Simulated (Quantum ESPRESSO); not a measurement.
## CoSi: equation of state with PBE

CoSi:

```
Co Si
1.0
     2.78133    0.00000    0.00000
     0.00000    2.78133    0.00000
     0.00000    0.00000    2.78133
Co Si
1 1
Direct
  0.00000 0.00000 0.00000
  0.50000 0.50000 0.50000
```

Measurements of this composition are mostly on another form, of space group No. 198.

```
Program             : Quantum ESPRESSO 7.5
Task                : equation of state
Functional          : PBE
Potentials or basis : SSSP 1.3 efficiency PBE
Cutoff              : 748 eV
Density cutoff      : 5987 eV
k mesh              : 10 × 10 × 10
Occupations         : fermi-dirac, width 0.05 eV
Spin                : collinear spin, ferromagnetic start
Starting moments    : [2.0, 0.0] μB
```

```
Equilibrium volume                      : 10.79 Å³/atom
Bulk modulus                            : 213 GPa
Pressure derivative of the bulk modulus : 3.8 (rough: it moves with the points fitted)
```

Energy against volume, from the lowest point:
```
volume (Å³/atom)  energy (meV/atom)
          10.112              31.71
          10.328              14.38
          10.543               3.97
          10.758               0.00
          10.973               1.86
          11.188               8.99
          11.403              20.84
```

All runs of the series together: 6.1 min on 1 thread of AMD EPYC 7R43 64-Core Processor (Zen 3), with other jobs on the host.
